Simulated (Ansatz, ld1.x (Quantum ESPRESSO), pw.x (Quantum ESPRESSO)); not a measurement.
beryllium: does the PAW potential hold in the solid?

| Item | Value |
| --- | --- |
| Element | Be (Z = 4) |
| Generator | ld1.x (Quantum ESPRESSO) 7.5 |
| Type | PAW |
| Functional | PBE |
| Relativity | scalar-relativistic |
| Frozen core | [He] |
| Valence charge | 2 |
| Reference configuration | 2s2 2p0 |
| Partial waves | 2s (bound): rcut 1.65, rcutus 2.20 bohr; 2s channel at 3.85 Ry: rcut 1.65, rcutus 2.20 bohr; 2p (bound, empty): rcut 3.60, rcutus 4.55 bohr; 2p channel at 0.57 Ry: rcut 3.60, rcutus 4.55 bohr |
| Local potential | all-electron potential smoothed inside 3.40 bohr (lloc = -2) |
| Core correction | Bessel-smoothed model core inside 1.65 bohr |
| Augmentation charge | PSQ, radius 1.85 bohr |

Atomic tests: cutoffs needed: 6 Ry and 6 Ry (the cutoffs (Ry, on a coarse ladder) from which the occupation-weighted sum of valence levels, in a spherical-Bessel basis at the reference potential, stays within 10 and 1 mRy of its value at 400 Ry); ghost test: no extra level below or beside the all-electron valence levels (s, p, d, f tested) (spherical-Bessel basis up to 400 Ry, 20 bohr box); largest excitation error: -16 meV (all-electron minus pseudo) for 2s0 2p1, out of 5 test configurations.

Crystal test: bcc Be in pw.x 7.5, no spin, 18³ k-points, Fermi–Dirac smearing 0.01 Ry, cutoffs 40/320 Ry. The reference is all-electron LAPW (Ansatz 0.2.0) with the same functional, mesh and smearing; V0 and B0 come from Birch–Murnaghan fits to the pressures at five volumes. Errors are pseudo minus all-electron; Δ is the rms difference of the E(V) curves that follow from these fits, minima aligned, over ±6 % about the mean V0. Mesh and smearing are coarse, so the numbers serve the comparison and aren't converged zero-temperature values; the lattice is a test structure that the element need not adopt.

| V (Å³/atom) | P all-electron (GPa) | P pseudo (GPa) |
| --- | --- | --- |
| 7.430 | 6.89 | 192.02 |
| 7.625 | 3.27 | 175.98 |
| 7.821 | 0.04 | 161.21 |
| 8.017 | -2.85 | 147.57 |
| 8.212 | -5.43 | 134.95 |

All-electron: a0 = 2.501 Å (V0 = 7.82 Å³/atom), B0 = 122.0 GPa.

Pseudopotential: converged, but broken (pressure over 100 GPa off). The pressure does not cross zero within the volumes sampled, so no fit is given. The largest radius (4.55 bohr) exceeds half the bond length (2.05 bohr), so the spheres overlap, which is one possible source of error among others. A pressure error of this size marks a broken potential; the numbers have no physical meaning.

Question: At the middle volume, how do free energy and pressure move when the wave cutoff is lowered (ecutrho held at 320 Ry)?

Answer:

| cutoff (Ry) | shift of F (meV/atom) | shift of P (GPa) |
| --- | --- | --- |
| 18 | +1.3 | +0.06 |
| 24 | +0.5 | +0.02 |
| 32 | +0.1 | +0.01 |

Input at the middle volume:

```
&control
  calculation='scf', prefix='x', pseudo_dir='./', outdir='./tmp', tstress=.true., disk_io='none'
/
&system
  ibrav=0, nat=1, ntyp=1, ecutwfc=40, ecutrho=320, nbnd=8,
  occupations='smearing', smearing='fd', degauss=0.01
/
&electrons
  conv_thr=1e-09, mixing_beta=0.4, electron_maxstep=70
/
ATOMIC_SPECIES
Be 1.0 Be.UPF
CELL_PARAMETERS angstrom
  -1.25045317 1.25045317 1.25045317
  1.25045317 -1.25045317 1.25045317
  1.25045317 1.25045317 -1.25045317
ATOMIC_POSITIONS crystal
Be 0.0000 0.0000 0.0000
K_POINTS automatic
18 18 18 0 0 0
```

```bash
pw.x < Be.scf.in > Be.scf.out
```

Lines of the output:

```
Message from routine setup:
     using ibrav=0 with symmetry is DISCOURAGED, use correct ibrav instead
     lattice parameter (alat)  =       4.0929  a.u.
     unit-cell volume          =      52.7787 (a.u.)^3
     number of electrons       =         2.00
     number of Kohn-Sham states=            8
     kinetic-energy cutoff     =      40.0000  Ry
     charge density cutoff     =     320.0000  Ry
     scf convergence threshold =      1.0E-09
     Exchange-correlation= SLA  PW   PBX  PBC
     number of k points=   195  Fermi-Dirac smearing, width (Ry)=  0.0100
     iteration #  1     ecut=    40.00 Ry     beta= 0.40
     total energy              =      -6.59708095 Ry
     estimated scf accuracy    <       0.00081550 Ry
     iteration #  2     ecut=    40.00 Ry     beta= 0.40
     total energy              =      -6.59618581 Ry
     estimated scf accuracy    <       0.00027083 Ry
     iteration #  3     ecut=    40.00 Ry     beta= 0.40
     total energy              =      -6.59620556 Ry
     estimated scf accuracy    <       0.00000020 Ry
     iteration #  4     ecut=    40.00 Ry     beta= 0.40
     total energy              =      -6.59620551 Ry
     estimated scf accuracy    <       0.00000013 Ry
     iteration #  5     ecut=    40.00 Ry     beta= 0.40
     the Fermi energy is    11.3239 ev
!    total energy              =      -6.59620552 Ry
     estimated scf accuracy    <          1.3E-10 Ry
     smearing contrib. (-TS)   =      -0.00101123 Ry
     The total energy is F=E-TS. E is the sum of the following terms:
     one-electron contribution =       2.34894344 Ry
     hartree contribution      =       0.00018840 Ry
     xc contribution           =      -1.27362830 Ry
     ewald contribution        =      -3.08016238 Ry
     one-center paw contrib.   =      -4.59053544 Ry
     convergence has been achieved in   5 iterations
          total   stress  (Ry/bohr**3)                   (kbar)     P=     1612.10
     Message from routine punch:
     Nothing written, as per user request (disk_io='none')
```

The run at the middle volume (195 k-points, 5 iterations) took about 3.7 s on one core of a shared host (Neoverse-V2, 96 threads, 742 GiB, load 73).
